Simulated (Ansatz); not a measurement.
SnO2, 12 atoms in the cell. It takes space group C2/m (No. 12, monoclinic). Conventional cell: a = 15.046 Å, b = 3.232 Å, c = 10.747 Å, α = 90.00°, β = 134.43°, γ = 90.00°. Sn (site symmetry m) is surrounded by 6 O at 2.07 to 2.15 Å. Around Sn (site symmetry m) lie 6 O at 2.06 to 2.14 Å. O (site symmetry m) is surrounded by 3 Sn at 2.11 to 2.14 Å. O (site symmetry m) is surrounded by 3 Sn at 2.11 to 2.15 Å. O (site symmetry m) is surrounded by 3 Sn at 2.06 to 2.11 Å. O (site symmetry m) is surrounded by 3 Sn at 2.07 to 2.11 Å. The cell comes from a database or a generator and needn't be the stable form of this composition. The cell isn't the ideal one: strained by +2 %.

| Item | Value |
| --- | --- |
| Program | Ansatz 0.2.0 |
| Task | relaxation of the atoms |
| Functional | PBE |
| Potentials or basis | Ansatz PAW |
| Cutoff | 420 eV (not typed: the program's choice for these potentials) |
| k mesh | 7 × 7 × 7 |
| Occupations | fermi-dirac, width 0.05 eV |
| Spin | no spin polarisation |

Potentials or basis: Ansatz PAW.

The run is started by

```sh
$ ansatz run input.yaml --threads 4 --pin off --max-ram 11264MiB --backend cpu --events-out ev --progress --plain --runs-dir out
```

Hardware: 4 threads of Arm Neoverse V1 (shared host).

Task: How long does it take, and how much memory?

Result: Run time: 110 s on 4 threads of Arm Neoverse V1, with other jobs on the host, peak memory 1.1 GiB. Counts: scf iterations 30, plane waves 3649, k points 100, bands 64, ion steps 5.
